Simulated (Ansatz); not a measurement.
Level of theory: DFT, LDA (PW92), plane waves (420 eV) with PAW, scalar-relativistic in Ansatz 0.2.0. The PAW files were generated under PBE, with cores re-solved for the functional.

An element in the bcc structure gives this curve. The cell is scaled uniformly from the relaxed one, with fractional coordinates and shape fixed. Energies are extrapolated to zero smearing, pressures are those at the given smearing. Magnetic state: spin not included. Spin polarisation is off; a magnetic state may lie lower.

```json
{"V (Å³/atom)": "8.918", "E − E₀ (meV/atom)": "180.6", "P (GPa)": "55.01"}
{"V (Å³/atom)": "9.323", "E − E₀ (meV/atom)": "72.6", "P (GPa)": "32.54"}
{"V (Å³/atom)": "9.729", "E − E₀ (meV/atom)": "15.7", "P (GPa)": "14.45"}
{"V (Å³/atom)": "10.134", "E − E₀ (meV/atom)": "0.0", "P (GPa)": "-0.12"}
{"V (Å³/atom)": "10.540", "E − E₀ (meV/atom)": "17.5", "P (GPa)": "-11.85"}
{"V (Å³/atom)": "10.945", "E − E₀ (meV/atom)": "61.7", "P (GPa)": "-21.27"}
{"V (Å³/atom)": "11.350", "E − E₀ (meV/atom)": "127.3", "P (GPa)": "-28.83"}
```

Problem. Which element is it?
A. beryllium
B. zinc
C. vanadium
D. manganese

Solution. D. Its fit is V₀ = 10.11 Å³/atom, B₀ = 330 GPa, B₀′ = 4.4.
